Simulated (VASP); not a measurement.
Runs of VASP 6.6.1 on TaN. Symmetry: Fm-3m, No. 225, cubic system. The conventional cell has a = 4.423 Å, b = 4.423 Å, c = 4.423 Å, α = 90.00°, β = 90.00°, γ = 90.00°. Ta (site symmetry m-3m) has 6 N at 2.21 Å as nearest neighbours. N (site symmetry m-3m) has 6 Ta at 2.21 Å as nearest neighbours. The cell comes from a database or a generator and needn't be the stable form of this composition.

| task | level | potentials or basis | cell | k mesh | cutoff (eV) | smearing | ladder | mesh quality | gap on the mesh (eV) | pressure (GPa) | relaxed volume (Å³/atom) |
| --- | --- | --- | --- | --- | --- | --- | --- | --- | --- | --- | --- |
| relaxation of cell and atoms | PBEsol | VASP PAW PBE potentials, release 64 (Ta_pv, N) | relaxed | 8 × 8 × 8 | 600 | fermi-dirac 0.05 eV | gaps | not flagged | - | 0.0 | 10.50 |
| single point | PBE | VASP PAW PBE potentials, release 64 (Ta_sv_GW, N_GW) | as given | 4 × 4 × 4 | 450 | gaussian 0.02 eV | - | coarse | none | - | - |
| single point | PBE | VASP PAW PBE potentials, release 64 (Ta_sv_GW, N_GW) | as given | 5 × 5 × 5 | 500 | gaussian 0.02 eV | - | coarse | none | -2.7 | - |
| relaxation of cell and atoms | PBE+D3(BJ) | VASP PAW PBE potentials, release 64 (Ta_pv, N) | relaxed | 8 × 8 × 8 | 600 | fermi-dirac 0.05 eV | gaps | not flagged | none | 0.0 | (a) |

Alike in all rows: no spin polarisation.

Question: Fill in the values left out.

Answer: (a) 10.57.

Caveats: some runs use coarse meshes; the cutoff is under 1.25 times the usual one of these potentials, so pressure, stress and relaxed cells hold a basis-set (Pulay) error (some runs); the bands computed are all filled at some k points, so no gap is given (some runs); the PAW data sets were made with another functional, which shifts forces and pressure a little (some runs); pairwise dispersion overbinds metals, which lowers pressure and volume (some runs).

A k mesh can miss the band edges, and the runs leave out spin-orbit coupling on Ta.

A gap of «none» marks a metal or a gap under the smearing width.

Not every run made on this cell is shown here.
